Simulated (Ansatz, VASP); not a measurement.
## One calculation of Hf, two programs

Contents of INCAR:

```
PREC = Accurate
ENCUT = 520
EDIFF = 1E-7
ISMEAR = 0
SIGMA = 0.15
LREAL = False
LASPH = True
NELM = 100
ALGO = Fast
ISIF = 2
LWAVE = False
LCHARG = False
GGA = PS
NBANDS = 11
```

File KPOINTS:

```
Automatic mesh
0
Gamma
  18 18 18
```

POSCAR

```
Hf
1.0
    0.0000000000      2.2200000000      2.2200000000
    2.2533000000      0.0000000000      2.2200000000
    2.2533000000      2.2200000000      0.0000000000
Hf
1
Direct
    0.0000000000      0.0000000000      0.0000000000
```

Input for Ansatz:

```yaml
crystal:
  lattice:
    - [0.0, 2.22, 2.22]
    - [2.2533, 0.0, 2.22]
    - [2.2533, 2.22, 0.0]
  atoms:
    - { symbol: Hf, position: [0.0, 0.0, 0.0] }
basis:
  ecutwfc: 420
kpoints:
  mp_grid: { grid: [18, 18, 18] }
hamiltonian:
  xc: pbesol
scf:
  occupations: { method: gaussian, width: 0.15 }
output:
  forces: true
  stress: true
  eigenvalues: true
```

Change from the starting cell: strain +0.0150 x Voigt [1, 0, 0, 0, 0, 0], atoms carried along.

Alike in both runs: task single point; functional PBEsol; k mesh 18 × 18 × 18; occupations gaussian, width 0.15 eV; no spin polarisation.

```csv
,VASP,Ansatz
version,VASP 6.6.1,Ansatz 0.2.0
potentials or method,"VASP PAW PBE potentials, release 64 (Hf_pv)","scalar-relativistic, plane waves, PAW"
plane-wave cutoff (eV),520,420
valence electrons in the cell,10,26
```

Ansatz gave:

| Item | Value |
| --- | --- |
| gap on the k mesh at the Fermi level (eV) | none |
| pressure (GPa) | -3.0 |
| largest component of the traceless stress (GPa) | 0.57 |

**Question.** Which values does VASP return?

**Answer.** gap on the k mesh at the Fermi level (eV): none; pressure (GPa): -3.4; largest component of the traceless stress (GPa): 0.57.

A gap of «none» marks a metal or a gap that the smearing closes. The two sets of potentials don't hold the same shells in valence.

Caveats: the PAW data sets were made with another functional, which shifts forces and pressure a little (VASP). Spin-orbit coupling is left out, which matters for the levels of Hf.
